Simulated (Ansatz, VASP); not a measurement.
## TiTe2 in VASP and in Ansatz

INCAR

```
SYSTEM = TiTe2
PREC     = Accurate       ! precision mode
ENCUT    = 600            ! plane-wave cutoff, eV
EDIFF    = 1E-6           ! SCF threshold, eV
ISMEAR   = 0              ! smearing method
SIGMA    = 0.1            ! smearing width, eV
LREAL    = .FALSE.        ! projectors in reciprocal space
LASPH    = .TRUE.         ! aspherical terms in the spheres
NELM     = 100            ! most SCF steps
ALGO     = Normal         ! electronic algorithm
ISIF     = 4              ! what is computed and relaxed
LWAVE    = .FALSE.        ! write WAVECAR
LCHARG   = .FALSE.        ! write CHGCAR
GGA      = PE             ! functional
IVDW     = 12             ! dispersion correction
IBRION   = 2              ! ionic algorithm
NSW      = 50             ! ionic steps
EDIFFG   = -0.01          ! ionic threshold
```

File KPOINTS:

```
regular mesh
0
G
  15 15 8
  0 0 0
```

The input POSCAR:

```
TiTe2
1.0
    3.7328841313      0.0000000000      0.0000000000
   -1.8664420656      3.2327724871      0.0000000000
    0.0000000000      0.0000000000      6.4460334427
Ti Te
1 2
Direct
    0.0000000000      0.0000000000      0.0000000000
    0.6666666667      0.3333333333      0.2711838255
    0.3333333333      0.6666666667      0.7288161745
```

Input for Ansatz:

```yaml
crystal:
  lattice:
    - [3.7328841314, 0.0, 0.0]
    - [-1.8664420657, 3.2327724872, 0.0]
    - [0.0, 0.0, 6.4460334542]
  atoms:
    - { symbol: Ti, position: [0.0, 0.0, 0.0] }
    - { symbol: Te, position: [0.6666666667, 0.3333333333, 0.2711838249] }
    - { symbol: Te, position: [0.3333333333, 0.6666666667, 0.7288161751] }
basis:
  ecutwfc: 420
kpoints:
  mp_grid: { grid: [15, 15, 8] }
hamiltonian:
  xc: pbe
  dispersion: d3bj
scf:
  occupations: { method: gaussian, width: 0.1 }
output:
  forces: true
  stress: true
  eigenvalues: true
  write_density: true
  write_potential: true
  elf: true
  volumetric_format: npy
relax:
  adjacent_minimum: "off"
  f_tol: 0.01
  max_steps: 30
  cell: { stress_tol: 0.1, fix: [volume] }
```

Alike in both runs: task relaxation of shape and atoms at fixed volume; functional PBE; dispersion D3(BJ); k mesh 15 × 15 × 8; occupations gaussian, width 0.1 eV; no spin polarisation.

|  | VASP | Ansatz |
| --- | --- | --- |
| version | VASP 6.6.1 | Ansatz 0.2.0 |
| potentials or method | VASP PAW PBE potentials, release 64 (Ti_sv, Te) | scalar-relativistic, plane waves, PAW |
| plane-wave cutoff (eV) | 600 | 420 |
| valence electrons in the cell | 24 | 44 |

VASP gave:

* gap on the k mesh at the Fermi level, each at its own relaxed structure (eV): none
* relaxed volume (Å³/atom): 25.93
* relaxed cell length with the largest relative difference (Å): 6.475
* energy change over the relaxation (meV/atom): -2

Which values does Ansatz return?

gap on the k mesh at the Fermi level, each at its own relaxed structure (eV): none; relaxed volume (Å³/atom): 25.93; relaxed cell length with the largest relative difference (Å): 6.474; energy change over the relaxation (meV/atom): -2.

A gap of «none» marks a metal or a gap that the smearing closes. The two sets of potentials don't hold the same shells in valence.

Spin-orbit coupling is left out, which matters for the levels of Te.
